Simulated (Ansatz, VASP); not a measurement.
MgO in VASP and in Ansatz

INCAR

```
SYSTEM = MgO
ALGO = Normal
EDIFF = 1E-6
ENCUT = 520
GGA = PS
ISIF = 2
ISMEAR = 0
LASPH = .TRUE.
LCHARG = .FALSE.
LREAL = .FALSE.
LWAVE = .FALSE.
NBANDS = 11
NELM = 80
PREC = Accurate
SIGMA = 0.05
```

KPOINTS

```
k-points
0
G
  14 14 14
  0 0 0
```

File POSCAR:

```
MgO
1.0
    2.4444111810      0.0000000000      0.0000000000
    0.0000000000      2.4444111810      0.0000000000
    0.0000000000      0.0000000000      2.4444111810
Mg O
1 1
Direct
    0.0000000000      0.0000000000      0.0000000000
    0.5000000000      0.5000000000      0.5000000000
```

Input for Ansatz:

```yaml
crystal:
  lattice:
    - [2.444411181, 0.0, 0.0]
    - [0.0, 2.444411181, 0.0]
    - [0.0, 0.0, 2.444411181]
  atoms:
    - { symbol: Mg, position: [0.0, 0.0, 0.0] }
    - { symbol: O, position: [0.5, 0.5, 0.5] }
basis:
  ecutwfc: 420
  ecutrho_ratio: 4
kpoints:
  mp_grid: { grid: [14, 14, 14] }
hamiltonian:
  xc: pbesol
scf:
  occupations: { method: gaussian, width: 0.05 }
output:
  forces: true
  stress: true
  eigenvalues: true
```

Alike in both runs: task single point; functional PBEsol; k mesh 14 × 14 × 14; occupations gaussian, width 0.05 eV; no spin polarisation.

|  | VASP | Ansatz |
| --- | --- | --- |
| version | VASP 6.6.1 | Ansatz 0.2.0 |
| potentials or method | VASP PAW PBE potentials, release 64 (Mg, O) | scalar-relativistic, plane waves, PAW |
| plane-wave cutoff (eV) | 520 | 420 |
| valence electrons in the cell | 8 | 16 |

|  | VASP | Ansatz | Ansatz less VASP |
| --- | --- | --- | --- |
| gap on the k mesh at the Fermi level (eV) | 4.87 | 4.85 | -0.020 |
| least direct gap on the mesh (eV) | 5.63 | 5.64 | +0.008 |

The two sets of potentials don't hold the same shells in valence.

 A k mesh can miss the band edges. As with any semilocal functional, this PBEsol gap is likely too small.
